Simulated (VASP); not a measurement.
La2O3:

```xyz
5
Lattice="3.9380 0.0000 0.0000 -1.9690 3.4104 0.0000 0.0000 0.0000 6.1360" Properties=species:S:1:pos:R:3 pbc="T T T"
La    0.0000    2.2736    1.5058
La    1.9690    1.1368    4.6302
O     0.0000    2.2736    3.9706
O     1.9690    1.1368    2.1654
O     0.0000    0.0000    0.0000
```

The cell was built by a generator and needn't be a form met in nature.

Base run:

* Program: VASP 6.6.1
* Functional: r2SCAN
* Potentials or basis: VASP PAW PBE potentials, release 64 (La, O)
* Cutoff: 520 eV
* k mesh: 8 × 8 × 5
* Occupations: gaussian, width 0.05 eV
* Spin: no spin polarisation

Its results: band gap on the k mesh 4.32 eV, indirect (least direct gap 4.46 eV); pressure -0.9 GPa; largest force 0.115 eV/Å.

Problem. The run is repeated on the same cell with these changes: functional from r2SCAN to SCAN. What comes out?

Solution. Band gap on the k mesh 4.31 eV, indirect (least direct gap 4.46 eV); pressure -1.7 GPa; largest force 0.187 eV/Å.

Caveats: the PAW data sets were made with another functional, which shifts forces and pressure a little; spin-orbit coupling is left out, which moves the levels of the heavy elements; an odd mesh through Γ misses points on the zone boundary, where band edges often lie.
